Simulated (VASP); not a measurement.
Here is a VASP 6.6.1 calculation.

The input INCAR:

```
PREC = Accurate
ENCUT = 600
EDIFF = 1E-6
ISMEAR = 0
SIGMA = 0.03
LREAL = False
LASPH = True
NELM = 80
ALGO = Normal
ISIF = 3
LWAVE = False
LCHARG = False
GGA = CA
IBRION = 2
NSW = 90
EDIFFG = -0.01
```

Contents of KPOINTS:

```
Automatic mesh
0
Gamma
  14 14 14
```

The input POSCAR:

```
BN
1.0
    0.0000000000      1.8075000000      1.8075000000
    1.8075000000      0.0000000000      1.8075000000
    1.8075000000      1.8075000000      0.0000000000
B N
1 1
Direct
    0.0000000000      0.0000000000      0.0000000000
    0.2500000000      0.2500000000      0.2500000000
```

Potentials or basis: VASP PAW LDA potentials, release 64 (B, N).

Launch:

```bash
$ cat potpaw_LDA.64/B/POTCAR potpaw_LDA.64/N/POTCAR > POTCAR
$ mpirun -np 1 vasp_std > vasp.out
```

Estimate the band gap on the k mesh.

4.38 eV, indirect (least direct gap 8.81 eV).

What does it give for the relaxed volume?

5.75 Å³/atom.

The path:
```csv
step,energy change (eV),largest force (eV/Å),pressure (GPa),volume (Å³)
1,0.0000,0.0000,-10.29,11.81
2,0.0014,0.0000,12.01,11.17
3,-0.0104,0.0000,-0.06,11.50
```

A k mesh can miss the band edges. LDA gaps usually lie below the measured ones, often by a third to a half.
